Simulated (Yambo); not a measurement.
BaS in Yambo: convergence with bands in self energy

Crystal: BaS.

```
CELL_PARAMETERS angstrom
0.00000 3.19375 3.19375
3.19375 0.00000 3.19375
3.19375 3.19375 0.00000
ATOMIC_POSITIONS crystal
Ba 0.00000 0.00000 0.00000
S 0.50000 0.50000 0.50000
```

| Property | Result |
| --- | --- |
| Program | Yambo 5.3.0 |
| Task | G0W0 quasiparticle levels |
| Functional | PBEsol |
| Potentials or basis | PseudoDojo 0.4.1 SR PBEsol standard |
| Cutoff | 707 eV |
| Density cutoff | 2830 eV |
| k mesh | 6 × 6 × 6 |
| Occupations | fixed |
| Spin | no spin polarisation |
| k mesh of the self-consistent run | 8 × 8 × 8 |
| Random integration of the Coulomb term | yes |
| Direction of the field or of q to 0 | x + y + z |
| Broadening | 0.1 eV |
| States corrected | Γ and the k points of the band edges |
| Frequency dependence of W | plasmon pole |
| Terminator of the band sum in the self-energy | none |
| Quasiparticle equation | linearised (Newton) |
| Imaginary frequency of the plasmon-pole fit | 27.2114 eV |
| Bands in the response | 108 |
| Bands in the self-energy | 28 |
| Cutoff of the response matrix | 8 Ry |
| Cutoff of exchange and Vxc | 52 Ry |
| Bands corrected (first, last) | [8, 10] |

These are the settings of the first run; the series varies bands in self energy, with any setting tied to it.

```tsv
bands in self energy	quasiparticle gap at the points computed (eV)
28	3.287
48	3.411
108	3.529
```

Not settled before the last step: the quasiparticle gap at the points computed (to 0.05 eV). The tightest run that finished is the yardstick and may itself not be fully converged.

Caveat, for the tightest run too: this release of the barium file is off; this version prints the column dSc/dw multiplied by 27.2; spin-orbit coupling is left out, which moves the levels of the heavy elements.
